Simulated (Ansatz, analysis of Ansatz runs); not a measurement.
# Fe on the octahedral Ga site in beta-Ga2O3: charge-transition level, PBEsol

Subject: Fe on the octahedral Ga site in beta-Ga2O3. Wanted: its charge-transition level, in one set-up (PBEsol, 120-site cell, PBEsol lattice, 420 eV, k: the single point 1/4 1/4 1/4 then 2x2x2 shifted 0.5 0.5 0.5). The model is a cell of 120 host atoms with 1 Ga taken out and 1 Fe put in. The level is the Fermi energy at which two charge states have equal formation energy, after a correction for the images of the charge. A local or semilocal functional is the cheapest first rung.

**The experiment.** (0/-1) level below the conduction-band bottom: 0.78 eV, by DLTS (with SIMS correlation to Fe) (“Iron and intrinsic deep level states in Ga2O3”, 2018, Ingebrigtsen et al.). (0/-1) level below the conduction-band bottom: 0.83 eV, by EPR isothermal decay of photoinduced Fe2+ (300.5-315 K), general-order kinetics (“Point Defects in Lithium Gallate and Gallium Oxide”, 2019, C. A. Lenyk). The runs below try to reproduce this.

Program: Ansatz 0.2.0. Level of theory: plane-wave PAW DFT, PBEsol; relaxation of all atoms of a defect supercell. Results are calculated unless marked as measured.

## 1. The starting structure

The cell holds 120 atoms: 47 Ga, 72 O and 1 Fe. Cell: a = 12.277 Å, b = 9.142 Å, c = 11.621 Å, α = 90.0°, β = 103.7°, γ = 90.0°. It derives from Ga2O3 (space group C2/m). Nearest the centre at fractional (0.341, 0.333, 0.343): Fe47 at 0.00 Å, O60 at 1.94 Å, O11 at 1.95 Å, O51 at 1.95 Å, O53 at 2.02 Å, O15 at 2.08 Å, O55 at 2.08 Å, Ga7 at 3.05 Å.

The host's primitive cell comes from a first run (plane-wave PAW DFT, PBEsol; relaxation of the host's cell and atoms): vectors of 6.325, 6.325 and 5.811 Å. That is 10.56 Å³ an atom, 1.1 % over the diffraction cell's volume. The supercell is built on it.

## 2. Relaxation, charge 0

Every later number rests on the structure around the defect, so the atoms are relaxed at the host's lattice first.

relax0/input.yaml

```yaml
relax:
  f_tol: 0.02
  max_steps: 80
  random_displacement: { amplitude: 0.05, seed: 937 }
crystal:
  lattice:
    - [12.27743979, 0.0, 0.0161443]
    - [0.0, 9.14207625, 0.0]
    - [-2.77149217, 0.0, 11.28574541]
  atoms:
    - { symbol: Ga, position: [0.090486366, 0.0, 0.397638897] }
    - { symbol: Ga, position: [0.590486366, 0.166666667, 0.397638897] }
    - { symbol: Ga, position: [0.409513634, 0.166666667, 0.102361103] }
[... 1 atom line left out ...]
    - { symbol: Ga, position: [0.158763224, 0.166666667, 0.157228422] }
[... 1 atom line left out ...]
    - { symbol: Ga, position: [0.341236776, 0.0, 0.342771578] }
[... 1 atom line left out ...]
    - { symbol: O, position: [0.165243861, 0.0, 0.054768664] }
[... 1 atom line left out ...]
    - { symbol: O, position: [0.334756139, 0.166666667, 0.445231336] }
[... 1 atom line left out ...]
    - { symbol: O, position: [0.173233547, 0.0, 0.281383891] }
    - { symbol: O, position: [0.673233547, 0.166666667, 0.281383891] }
    - { symbol: O, position: [0.326766453, 0.166666667, 0.218616109] }
[... 1 atom line left out ...]
    - { symbol: O, position: [0.496269856, 0.0, 0.127983366] }
    - { symbol: O, position: [0.996269856, 0.166666667, 0.127983366] }
    - { symbol: O, position: [0.003730144, 0.166666667, 0.372016634] }
    - { symbol: O, position: [0.503730144, 0.0, 0.372016634] }
[... 2 atom lines left out ...]
    - { symbol: Ga, position: [0.409513634, 0.166666667, 0.602361103] }
[... 6 atom lines left out ...]
    - { symbol: O, position: [0.665243861, 0.166666667, 0.554768664] }
[... 4 atom lines left out ...]
    - { symbol: O, position: [0.326766453, 0.166666667, 0.718616109] }
[... 1 atom line left out ...]
    - { symbol: O, position: [0.496269856, 0.0, 0.627983366] }
[... 3 atom lines left out ...]
    - { symbol: Ga, position: [0.090486366, 0.333333333, 0.397638897] }
    - { symbol: Ga, position: [0.590486366, 0.5, 0.397638897] }
    - { symbol: Ga, position: [0.409513634, 0.5, 0.102361103] }
[... 1 atom line left out ...]
    - { symbol: Ga, position: [0.158763224, 0.5, 0.157228422] }
[... 1 atom line left out ...]
    - { symbol: Fe, position: [0.341236776, 0.333333333, 0.342771578], spin: 5.0 }
[... 1 atom line left out ...]
    - { symbol: O, position: [0.165243861, 0.333333333, 0.054768664] }
[... 1 atom line left out ...]
    - { symbol: O, position: [0.334756139, 0.5, 0.445231336] }
[... 1 atom line left out ...]
    - { symbol: O, position: [0.173233547, 0.333333333, 0.281383891] }
    - { symbol: O, position: [0.673233547, 0.5, 0.281383891] }
    - { symbol: O, position: [0.326766453, 0.5, 0.218616109] }
[... 1 atom line left out ...]
    - { symbol: O, position: [0.496269856, 0.333333333, 0.127983366] }
    - { symbol: O, position: [0.996269856, 0.5, 0.127983366] }
    - { symbol: O, position: [0.003730144, 0.5, 0.372016634] }
    - { symbol: O, position: [0.503730144, 0.333333333, 0.372016634] }
[... 2 atom lines left out ...]
    - { symbol: Ga, position: [0.409513634, 0.5, 0.602361103] }
[... 2 atom lines left out ...]
    - { symbol: Ga, position: [0.658763224, 0.333333333, 0.657228422] }
[... 2 atom lines left out ...]
    - { symbol: O, position: [0.165243861, 0.333333333, 0.554768664] }
    - { symbol: O, position: [0.665243861, 0.5, 0.554768664] }
[... 4 atom lines left out ...]
    - { symbol: O, position: [0.326766453, 0.5, 0.718616109] }
[... 1 atom line left out ...]
    - { symbol: O, position: [0.496269856, 0.333333333, 0.627983366] }
[... 3 atom lines left out ...]
    - { symbol: Ga, position: [0.090486366, 0.666666667, 0.397638897] }
[... 5 atom lines left out ...]
    - { symbol: Ga, position: [0.341236776, 0.666666667, 0.342771578] }
[... 1 atom line left out ...]
    - { symbol: O, position: [0.165243861, 0.666666667, 0.054768664] }
[... 3 atom lines left out ...]
    - { symbol: O, position: [0.173233547, 0.666666667, 0.281383891] }
[... 3 atom lines left out ...]
    - { symbol: O, position: [0.496269856, 0.666666667, 0.127983366] }
[... 2 atom lines left out ...]
    - { symbol: O, position: [0.503730144, 0.666666667, 0.372016634] }
[... 16 atom lines left out ...]
    - { symbol: O, position: [0.496269856, 0.666666667, 0.627983366] }
[... 2 atom lines left out ...]
    - { symbol: O, position: [0.503730144, 0.666666667, 0.872016634] }
  host:
    repeats: [1, 3, 2]
    atoms:
      - { symbol: Ga, position: [0.090486366, 0.0, 0.795277793] }
      - { symbol: Ga, position: [0.590486366, 0.5, 0.795277793] }
      # ... 18 more atoms of the perfect host
basis:
  ecutwfc: 420
  xc_grid: 2
hamiltonian:
  xc: pbesol
kpoints:
  mp_grid: { grid: [1, 1, 1], shift: [0.25, 0.25, 0.25] }
magnetization:
  spin_polarized: true
  initial_magnetization: 5
  spin_locking: { lock_magnetization: hard }
scf:
  occupations: { method: fermi_dirac, width: 0.01 }
  max_iter: 120
output:
  forces: true
  charged_corrections:
    epsilon: [4.11, 4.21, 4.22]
    static_epsilon: [11.06, 10.93, 13.6]
    defect_position: [0.341237, 0.333333, 0.342772]
checkpoint:
  write: "../relax0.run"
  compress: false
  write_wavefunctions: true
  write_every: 100000
```

Launch:

```bash
> ansatz run input.yaml --threads 8 --pin off --max-ram 14131MiB --backend cpu --events-out ev --progress --plain --runs-dir out
```

Numbers of over 12 decimals in the logs are rounded to 6 here.

Log:

```text
[... repeated set-up lines and file paths are left out, and long positions are rounded to six places ...]
Engine: ansatz 0.2.0, x86_64-unknown-linux-gnu
Pseudopotentials: kind: paw
Pseudopotential: Ga, paw, valence charge 13, recommended cutoff 420 eV (normal), Ga.paw.azcp
Pseudopotential: O, paw, valence charge 6, recommended cutoff 420 eV (normal), O.paw.azcp
Pseudopotential: Fe, paw, valence charge 16, recommended cutoff 420 eV (normal), Fe.paw.azcp
Functional definition: PBEsol
  exchange = pbesol_x
  correlation = pbesol_c
Crystal: 120 atoms, lattice volume = 1267.136 Å³
Basis set: ecut = 420 eV, 24771 PW (Γ), exchange–correlation on 180×128×160 points (8 copies of the dense FFT grid, shifted against one another)
Bands: 652, of which v1, the nominal top of the filled ones, is band 530 counted from 1 (529 counted from 0)
Symmetry: 1 space group operations
k-points: 1
Non-local potential: Ga, projectors of the file, l = 0: 2, l = 1: 2, l = 2: 3, l = 3: 1
Non-local potential: O, projectors of the file, l = 0: 2, l = 1: 2, l = 2: 1
Non-local potential: Fe, projectors of the file, l = 0: 3, l = 1: 2, l = 2: 3, l = 3: 1
PAW form: soft (Blöchl's): semilocal exchange-correlation on the pseudo side does not see the compensation charge
PAW frozen core: Ga, regenerated for the run's functional, and the local potential with it (the file was generated under x = pbe(κ = 0.804, μ = 0.219515), c = pbe(β = 0.066725))
PAW frozen core: O, regenerated for the run's functional, and the local potential with it (the file was generated under x = pbe(κ = 0.804, μ = 0.219515), c = pbe(β = 0.066725))
PAW frozen core: Fe, regenerated for the run's functional, and the local potential with it (the file was generated under x = pbe(κ = 0.804, μ = 0.219515), c = pbe(β = 0.066725))
PAW one-centre angular grid: Ga, 590 points (default); XC on 64 Gauss nodes
PAW one-centre angular grid: O, 110 points (default); XC on 64 Gauss nodes
PAW one-centre angular grid: Fe, 590 points (default); XC on 64 Gauss nodes
Initial density: superposition of atomic densities (chi_scale 0.1, normalization cell, long waves kept (reshape's long-wave potential 0.12 eV rms))
Starting moments: Σ|m| = 5 μB on 1 of 120 sites
Initial wavefunctions: pseudopotential atomic-orbital guess
Functional: x = pbesol(κ = 0.804, μ = 0.123457), c = pbesol(β = 0.046)
SCF iter   1: F=—  HF=-220827.877062 eV  |F-HF|=—  |Δ(HF+E_count)|=         —  Δρ=6.98e-2 (↑5.21e-2 ↓6.98e-2)  dr2=1.02e2  dr2_m=6.49e0  M=5.000 μB ∫|m|=5.011 μB  β_m=0.30  ethr=3.10e-3  ⟨swp⟩=5.0  Hψ=4329  notcnv=0  defer=47
preconditioner: auto → Resta (q_TF=auto, 2.648 Å⁻¹)  ε∞=4.4  [insulator: Δε(μ)=0.033 eV  Ē_g=18.364 eV  σ=0.010 eV  W_gap=0.67  n_scr=390 (ndim 8)  ℏωp=33.8 eV  f_vac=0.000  D(μ)=28.84/eV (n_scr^D=170)  ε∞_Penn≈4.4]
spin=Collinear: Resta preconditioning applied to the charge; magnetization (m = ρ↑ − ρ↓) channel mixes plain (no charge-response kernel on spin).
SCF iter   2: F=—  HF=-220814.732561 eV  |F-HF|=—  |Δ(HF+E_count)|=    1.31e1  Δρ=3.77e-2 (↑3.61e-2 ↓3.77e-2)  dr2=3.61e1  dr2_m=1.36e-1  M=5.000 μB ∫|m|=5.050 μB  β_m=0.35  ethr=3.10e-3  ⟨swp⟩=3.5  Hψ=2582  notcnv=0  defer=234
SCF iter   3: F=—  HF=-220807.422584 eV  |F-HF|=—  |Δ(HF+E_count)|=    7.31e0  Δρ=2.25e-2 (↑2.21e-2 ↓2.25e-2)  dr2=1.21e1  dr2_m=5.68e-2  M=5.000 μB ∫|m|=5.042 μB  β_m=0.55  ethr=3.10e-3  ⟨swp⟩=3.0  Hψ=3121  notcnv=0  defer=228
SCF iter   4: F=—  HF=-220803.089979 eV  |F-HF|=—  |Δ(HF+E_count)|=    4.33e0  Δρ=5.53e-3 (↑4.92e-3 ↓5.53e-3)  dr2=9.79e-1  dr2_m=4.32e-2  M=5.000 μB ∫|m|=5.077 μB  β_m=0.57  ethr=1.15e-3  ⟨swp⟩=3.0  Hψ=2046  notcnv=0  defer=233
SCF iter   5: F=—  HF=-220802.989207 eV  |F-HF|=—  |Δ(HF+E_count)|=   1.01e-1  Δρ=3.27e-3 (↑1.74e-3 ↓3.27e-3)  dr2=2.18e-1  dr2_m=2.83e-2  M=5.000 μB ∫|m|=5.049 μB  β_m=0.76  ethr=9.24e-5  ⟨swp⟩=2.0  Hψ=2270  notcnv=0  defer=233
SCF iter   6: F=—  HF=-220803.067711 eV  |F-HF|=—  |Δ(HF+E_count)|=   7.85e-2  Δρ=1.30e-3 (↑1.18e-3 ↓1.30e-3)  dr2=6.42e-2  dr2_m=5.62e-4  M=5.000 μB ∫|m|=5.053 μB  β_m=0.74  ethr=2.06e-5  ⟨swp⟩=2.5  Hψ=2088  notcnv=0  defer=233
SCF iter   7: F=—  HF=-220803.065308 eV  |F-HF|=—  |Δ(HF+E_count)|=   2.40e-3  Δρ=4.32e-4 (↑2.19e-4 ↓4.32e-4)  dr2=2.91e-3  dr2_m=5.75e-4  M=5.000 μB ∫|m|=5.055 μB  β_m=0.86  ethr=6.06e-6  ⟨swp⟩=2.5  Hψ=2149  notcnv=0  defer=233
SCF iter   8: F=—  HF=-220803.067180 eV  |F-HF|=—  |Δ(HF+E_count)|=   1.87e-3  Δρ=2.79e-4 (↑1.77e-4 ↓2.79e-4)  dr2=2.03e-3  dr2_m=1.27e-4  M=5.000 μB ∫|m|=5.055 μB  β_m=0.76  ethr=2.75e-7  ⟨swp⟩=2.0  Hψ=2336  notcnv=0  defer=233
SCF iter   9: F=—  HF=-220803.066949 eV  |F-HF|=—  |Δ(HF+E_count)|=   2.31e-4  Δρ=8.46e-5 (↑3.29e-5 ↓8.46e-5)  dr2=1.69e-4  dr2_m=1.23e-5  M=5.000 μB ∫|m|=5.056 μB  β_m=0.76  ethr=1.92e-7  ⟨swp⟩=2.0  Hψ=2199  notcnv=0  defer=233
SCF iter  10: F=—  HF=-220803.066942 eV  |F-HF|=—  |Δ(HF+E_count)|=   7.51e-6  Δρ=3.46e-5 (↑2.37e-5 ↓3.46e-5)  dr2=2.61e-5  dr2_m=1.87e-6  M=5.000 μB ∫|m|=5.056 μB  β_m=0.70  ethr=1.59e-8  ⟨swp⟩=2.0  Hψ=2136  notcnv=0  defer=233
SCF iter  11: F=-220803.066939 eV  HF=-220803.066939 eV  |F-HF|=1.75e-9  |Δ(HF+E_count)|=   2.67e-6  Δρ=1.03e-5 (↑6.33e-6 ↓1.03e-5)  dr2=2.33e-6  dr2_m=2.26e-7  M=5.000 μB ∫|m|=5.056 μB  ethr=9.44e-10  ⟨swp⟩=3.5  Hψ=3430  notcnv=0
SCF 1 converged in 11 iterations: F = -220803.066939 eV  dr2 = 2.33e-6
  greatest PAW one-centre occupation: 1.003 electrons in one spin orbital (limit 2), on the Fe atom at site 46 (counted from 0), in its partial waves of l = 1
relax step   1: F+E_penalty+E_count = -220803.06693889 eV  Δ(F+E_penalty+E_count) = +0.000e0 eV  max|allowed force component| = 1.782e0 eV/Å  Δτ_max = 0.0000 Å  (11 SCF iters, dr2 threshold 1.00e-5 eV, accepted)
[... the SCF cycles and remarks between the steps are left out from here to the last step ...]
relax step   2: F+E_penalty+E_count = -220804.66861989 eV  Δ(F+E_penalty+E_count) = -1.602e0 eV  max|allowed force component| = 1.173e0 eV/Å  Δτ_max = 0.0514 Å  (7 SCF iters, dr2 threshold 1.00e-4 eV, accepted)
relax step   3: F+E_penalty+E_count = -220805.31773805 eV  Δ(F+E_penalty+E_count) = -6.491e-1 eV  max|allowed force component| = 1.502e0 eV/Å  Δτ_max = 0.2000 Å  (7 SCF iters, dr2 threshold 8.59e-5 eV, accepted)
relax step   4: F+E_penalty+E_count = -220805.48266124 eV  Δ(F+E_penalty+E_count) = -1.649e-1 eV  max|allowed force component| = 9.150e-2 eV/Å  Δτ_max = 0.1533 Å  (6 SCF iters, dr2 threshold 1.00e-4 eV, accepted)
relax step   5: F+E_penalty+E_count = -220805.48665747 eV  Δ(F+E_penalty+E_count) = -3.996e-3 eV  max|allowed force component| = 2.307e-2 eV/Å  Δτ_max = 0.0125 Å  (7 SCF iters, dr2 threshold 5.23e-7 eV, accepted)
SCF iter   1: F=—  HF=-220805.486350 eV  |F-HF|=—  |Δ(HF+E_count)|=         —  Δρ=1.47e-4 (↑1.43e-4 ↓1.47e-4)  dr2=3.41e-4  dr2_m=1.10e-5  M=5.000 μB ∫|m|=5.057 μB  β_m=0.30  ethr=2.57e-7  ⟨swp⟩=4.0  Hψ=3184  notcnv=0  defer=233
SCF iter   2: F=—  HF=-220805.486275 eV  |F-HF|=—  |Δ(HF+E_count)|=   7.45e-5  Δρ=1.02e-4 (↑9.88e-5 ↓1.02e-4)  dr2=1.65e-4  dr2_m=5.41e-6  M=5.000 μB ∫|m|=5.057 μB  β_m=0.62  ethr=3.22e-8  ⟨swp⟩=1.0  Hψ=1500  notcnv=0  defer=233
SCF iter   3: F=—  HF=-220805.486226 eV  |F-HF|=—  |Δ(HF+E_count)|=   4.96e-5  Δρ=1.18e-5 (↑1.17e-5 ↓1.18e-5)  dr2=7.41e-6  dr2_m=3.40e-8  M=5.000 μB ∫|m|=5.057 μB  β_m=0.62  ethr=1.56e-8  ⟨swp⟩=2.0  Hψ=1972  notcnv=0  defer=233
SCF iter   4: F=—  HF=-220805.486902 eV  |F-HF|=—  |Δ(HF+E_count)|=   6.76e-4  Δρ=5.17e-6 (↑4.82e-6 ↓5.17e-6)  dr2=1.62e-6  dr2_m=8.14e-9  M=5.000 μB ∫|m|=5.057 μB  β_m=0.79  ethr=7.00e-10  ⟨swp⟩=2.0  Hψ=2059  notcnv=0  defer=233
SCF iter   5: F=—  HF=-220805.486902 eV  |F-HF|=—  |Δ(HF+E_count)|=   2.18e-8  Δρ=2.64e-6 (↑2.60e-6 ↓2.64e-6)  dr2=2.92e-7  dr2_m=1.01e-9  M=5.000 μB ∫|m|=5.057 μB  β_m=0.71  ethr=1.53e-10  ⟨swp⟩=2.0  Hψ=1508  notcnv=0  defer=233
SCF iter   6: F=-220805.486902 eV  HF=-220805.486902 eV  |F-HF|=2.45e-8  |Δ(HF+E_count)|=   4.97e-8  Δρ=1.08e-6 (↑6.79e-7 ↓1.08e-6)  dr2=3.90e-8  dr2_m=1.14e-9  M=5.000 μB ∫|m|=5.057 μB  ethr=9.44e-12  ⟨swp⟩=3.0  Hψ=3430  notcnv=0
SCF 6 converged in 6 iterations: F = -220805.486902 eV  dr2 = 3.90e-8
relax step   6: F+E_penalty+E_count = -220805.48690164 eV  Δ(F+E_penalty+E_count) = -2.442e-4 eV  max|allowed force component| = 4.368e-3 eV/Å  Δτ_max = 0.0020 Å  (6 SCF iters, accepted)
NSCF: frozen V_eff on 1 k-points
the band table was solved once a step of the walk had ended and its energy, with any forces and stress, was formed, with the checks that follow a solve (4510 applications of the Hamiltonian). They found nothing against the state; [...]
SCF converged after 6 iterations
Stability checked in part: among states of this total moment the steps that led to this state did not find it unstable. No probe was made; neither looks for a lower state of another moment (fixed_total_moment; see scf.lower_state_search)
Magnetization: 5.0000 μB (532.0000 up, 527.0000 down)
Absolute magnetization: 5.0577 μB (∫|ρ↑−ρ↓|, with the PAW one-centre terms)
Spin contamination: 0.0046 ħ² per cell (⟨S²⟩ above its minimum at these occupations)
Per-site moments (μB) at R_I (Å): [(7.890620266975571e-6, 0.758636), (0.00278218, 0.757803), (0.00121191, 0.759046), [... 117 left out ...]
Free energy (F): -220805.486902 eV
Harris-Foulkes:  -220805.486902 eV  (|F-HF|=2.45e-8)
Internal energy: -220805.486902 eV  (E = F + TS)
E sigma→0 (E₀):  -220805.486902 eV
Fermi energy:    9.310127 (↑ 9.963310, ↓ 8.874222) eV
--- Per-component energies (eV) ---
  E_band       = -1698.471910
  E_kinetic    = 18404.469765
  E_local      = -110404.987229  (includes V_loc(G=0)·N_el)
  E_nonlocal   = 24111.454738
  E_hartree    = 49317.826106
  E_xc         = -8501.440310
  E_vxc        = -9527.128225  (∫ρ·V_xc dr)
  E_paw        = -104362.992709  (= ΣΔE_a)
  E_vpaw       = -22918.101061  (= ΣTr[D̂ρ^β])
  E_aug_tail   = 0.171913  (compensation charges beyond the density's cutoff)
  E_ewald      = -89413.269065
  E_core_change = 43.279889  (= ΣΔE_core)
  E_smearing   = -0.000000  (= −TS)
  E_closure    = 0.000000  (closes the sum)
  Σ components = -220805.486902   (vs F -220805.486902, Δ=0.00e0)
--- Forces (eV/Å), atoms counted from 1 ---
  atom   1  Ga    -0.00076316    -0.00015368     0.00055862
  atom   2  Ga    -0.00037847     0.00052422     0.00140514
  [... 2 atoms left out ...]
  atom   5  Ga    -0.00042469    -0.00011554     0.00164051
  [... 1 atom left out ...]
  atom   7  Ga    -0.00007837    -0.00136336     0.00098942
  [... 3 atoms left out ...]
  atom  11  O      0.00009770     0.00040176    -0.00095896
  [... 3 atoms left out ...]
  atom  15  O      0.00020294     0.00023940    -0.00035597
  [... 31 atoms left out ...]
  atom  47  Fe    -0.00292162    -0.00004666     0.00154734
  [... 3 atoms left out ...]
  atom  51  O      0.00023647    -0.00097996    -0.00131803
  [... 1 atom left out ...]
  atom  53  O      0.00128196    -0.00019344    -0.00198389
  [... 1 atom left out ...]
  atom  55  O      0.00020610     0.00017990    -0.00055206
  [... 4 atoms left out ...]
  atom  60  O      0.00436793     0.00003740     0.00035745
  [... 26 atoms left out ...]
  atom  87  Ga    -0.00035773     0.00065332     0.00110011
  [... 33 atoms left out ...]
  max |Σ_I F_I| component: 2.75e-5 eV/Å
--- Band table (eV) ---
  k-point 0 ↑: bands = ["-81.1957", "-47.3563", "-47.3239", "-47.2675", [... 644 left out ...] "19.4337", "19.4470", "19.5014", "19.5179"]
  k-point 0 ↓: bands = ["-76.4506", "-42.7127", "-42.6766", "-42.6540", [... 644 left out ...] "19.4408", "19.4794", "19.5149", "19.5402"]
--- Relaxed structure (6 steps of the walk, 6 accepted, 0 SCFs on fresh bases) ---
  F+E_penalty+E_count = -220805.48690164 eV   max|allowed force component| = 4.368e-3 eV/Å
  atoms:
    - { symbol: Ga, position: [0.090310, -0.000492, 0.397670] }
    - { symbol: Ga, position: [0.591975, 0.165964, 0.397957] }
    [... 2 atoms left out ...]
    - { symbol: Ga, position: [0.158862, 0.166663, 0.157329] }
    [... 1 atom left out ...]
    - { symbol: Ga, position: [0.341217, -0.000879, 0.341346] }
    [... 3 atoms left out ...]
    - { symbol: O, position: [0.334950, 0.164078, 0.446926] }
    [... 3 atoms left out ...]
    - { symbol: O, position: [0.325963, 0.163141, 0.217770] }
    [... 31 atoms left out ...]
    - { symbol: Fe, position: [0.342490, 0.333085, 0.347980] }
    [... 3 atoms left out ...]
    - { symbol: O, position: [0.334944, 0.502087, 0.446943] }
    [... 1 atom left out ...]
    - { symbol: O, position: [0.170813, 0.333098, 0.279985] }
    [... 1 atom left out ...]
    - { symbol: O, position: [0.325961, 0.502888, 0.217777] }
    [... 4 atoms left out ...]
    - { symbol: O, position: [0.505504, 0.333038, 0.373084] }
    [... 26 atoms left out ...]
    - { symbol: Ga, position: [0.341216, 0.667017, 0.341351] }
    [... 33 atoms left out ...]
```

Elapsed: 2.9 min, on 8 threads of Intel Xeon 6975P-C (Granite Rapids), shared host; peak memory 9 GiB; 21 min of CPU time.

Step by step:

```tsv
step	energy less that of the first step (eV)	largest force component (eV/Å)
1	0.0000	1.7823
2	-1.6017	1.1726
3	-2.2508	1.5023
4	-2.4157	0.0915
5	-2.4197	0.0231
6	-2.4200	0.0044
```

The atoms that moved most (Å, from the sites as typed, ahead of the random displacement, the mean shift of all atoms taken out):

```tsv
atom	dx	dy	dz	length
Fe47	0.002	0.000	0.058	0.058
O15	-0.006	-0.030	-0.010	0.032
O55	-0.006	0.029	-0.010	0.031
O53	-0.024	0.000	-0.016	0.029
O51	-0.001	0.022	0.019	0.029
O11	-0.001	-0.021	0.019	0.028
Ga63	0.004	0.008	0.022	0.024
O60	0.020	0.000	0.012	0.023
```

Neighbours of Fe47 at the end:

```tsv
atom	distance (Å)
O11	1.941
O51	1.941
O60	1.953
O53	2.068
O55	2.144
O15	2.145
Ga87	3.054
Ga7	3.054
```

This step gave:

* free energy: -220805.4869 eV
* total moment: 5 μB
* integral of the absolute spin density: 5.058 μB
* spin contamination: 0.004646

[end of part 1 of 2]

[Logs are printed without paths, hosts, clocks, repeated set-up lines and the standing remarks that a program may print on its own settings, such as how far it seeks lower states.]

[Hosts, paths, dates, database ids (printed as entryN), source tags and the programs' standing remarks are cut or masked in the printed files.]

[For some hosts the program warned that the k-mesh of the response run may be too coarse for force constants and the static dielectric constant; such warnings are not shown here.]
